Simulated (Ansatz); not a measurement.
## Zone-centre phonons of ZnS: input and output

Theory: DFT PBEsol, scalar-relativistic, plane waves, PAW (Ansatz 0.2.0).

Launched with:
```bash
ansatz run input.yaml --threads 1 --pin off --max-ram 3072MiB --backend cpu --events-out ev --progress --plain --runs-dir out
```

Input (bare energies are in eV):
```yaml
crystal:
  lattice:
    - [0.0, 2.6782590747, 2.6782590747]
    - [2.6782590747, 0.0, 2.6782590747]
    - [2.6782590747, 2.6782590747, 0.0]
  atoms:
    - { symbol: Zn, position: [0.0, 0.0, 0.0] }
    - { symbol: S, position: [0.75, 0.75, 0.75] }
basis:
  ecutwfc: 420
kpoints:
  mp_grid: { grid: [10, 10, 10] }
hamiltonian:
  xc: pbesol
scf:
  occupations: { method: fixed }
output:
  eigenvalues: true
phonons:
  method: dfpt
  dielectric: true
  rigid_motions: translations
  eigenvectors: true
```

Results section of the output:
```
--- Phonons (Γ-DFPT): 2 representative perturbations + reference, on 171 of 1000 k-points (Σ response iterations 6) ---
  k mesh reduced under 4 symmetry operations, with k and −k counted as one. Each operation leaves every solved perturbation unchanged. A smaller set is not considered because the run solves the response ...
  ASR residual: 2.929e-5 → 0.000e0 eV/Å²; symmetrization residual: 1.220e-6 eV/Å²
  ASR residual per site (eV/Å²): 2.93e-5 2.88e-5
  Γ frequencies (cm⁻¹): 0.00 0.00 0.00 278.76 278.76 278.76
  ε∞ (high-frequency dielectric tensor):
        6.094743     0.000000     0.000000
        0.000000     6.094743     0.000000
        0.000000     0.000000     6.094743
  ε⁰ (static dielectric tensor: ions relaxed, cell fixed):
        9.000521     0.000000     0.000000
        0.000000     9.000521     0.000000
        0.000000     0.000000     9.000521
  ε⁰ − ε∞ (ionic part):
        2.905778    -0.000000     0.000000
       -0.000000     2.905778     0.000000
        0.000000     0.000000     2.905778
  softest optical mode at Γ: 278.76 cm⁻¹; the repairs (sum rule, projections) moved no ω² at Γ by more than (0.55 cm⁻¹)²
  Born effective charges Z* (e; rows j = field, columns β = displacement):
    site 0:
         1.94753   -0.00000    0.00000
        -0.00000    1.94753    0.00000
        -0.00000    0.00000    1.94753
    site 1:
        -1.94753    0.00000   -0.00000
         0.00000   -1.94753   -0.00000
         0.00000   -0.00000   -1.94753
  Z* charge neutrality: 2.846e-4 e pre-enforcement
  solved inside a basis spanned on kpoints, on 10×10×10 k-points, its susceptibility summed on 14×14×14: ε∞ is read to err by 1.6e-2, Z* by 1.3e-2 e (field_mesh: kpoints solves on kpoints); Z* is corrected for ...
  optical modes at Γ without the LO–TO term, one row a degenerate level:
      ω (cm⁻¹) modes IR ((D/Å)²/amu)
        278.76      3            12.2035
  optical modes at Γ + LO–TO along q̂ = [1.0000, 0.0000, 0.0000]:
      ω (cm⁻¹) modes IR ((D/Å)²/amu)
        278.76      2             8.1356
        338.76      1             4.0678
  optical modes at Γ + LO–TO along q̂ = [0.0000, 1.0000, 0.0000]:
      ω (cm⁻¹) modes IR ((D/Å)²/amu)
        278.76      2             8.1356
        338.76      1             4.0678
  optical modes at Γ + LO–TO along q̂ = [0.0000, 0.0000, 1.0000]:
      ω (cm⁻¹) modes IR ((D/Å)²/amu)
        278.76      2             8.1356
        338.76      1             4.0678
```

It took 81 s on 1 thread of AMD EPYC 7R43 64-Core Processor (Zen 3), with other jobs on the host, peak memory 0.66 GiB.